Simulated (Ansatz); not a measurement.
Runs of Ansatz 0.2.0 on CuAu. The structure is tetragonal, space group P4/mmm (No. 123). The conventional cell has a = 2.811 Å, b = 2.811 Å, c = 3.685 Å, α = 90.00°, β = 90.00°, γ = 90.00°. Around Au (site symmetry 4/mmm) lie 8 Cu at 2.71 Å and 4 Au at 2.81 Å. Around Cu (site symmetry 4/mmm) lie 8 Au at 2.71 Å and 4 Cu at 2.81 Å. 

```tsv
task	level	spin	cell	k mesh	gap on the mesh (eV)	pressure (GPa)	relaxed volume (Å³/atom)
single point	PBE0	off	as given	5 × 5 × 4	none	1.9	-
single point	PBEsol0	off	as given	5 × 5 × 4	none	(b)	-
single point	B3LYP	off	as given	5 × 5 × 4	none	(a)	-
relaxation of cell and atoms	B3LYP	off	relaxed	5 × 5 × 4	none	0.0	15.65
relaxation of cell and atoms	PBE0	off	relaxed	5 × 5 × 4	none	0.0	14.75
single point	PBE0	SOC, no magnetisation	as given	4 × 4 × 3	none	1.9	-
relaxation of cell and atoms	PBEsol0	off	relaxed	5 × 5 × 4	none	0.0	14.18
```

Alike in all rows: potentials or basis Ansatz PAW; cutoff (eV) 420; smearing fermi-dirac 0.05 eV; the mesh is coarse, so values aren't converged.

Task: Fill in the values left out.

Result: (a) 10.5; (b) -4.0.

Caveats: all runs use coarse meshes; the PAW data sets come from PBE, with cores solved anew for the run's functional, which leaves a small shift of forces and pressure; the thresholds are loose for stress (some runs); the plane-wave basis is chosen anew once the cell has moved, so the energies of steps on either side of that aren't comparable (some runs).

A k mesh can miss the band edges, and rows without SOC leave out spin-orbit coupling on Au.

A gap of «none» marks a metal or a gap under the smearing width.
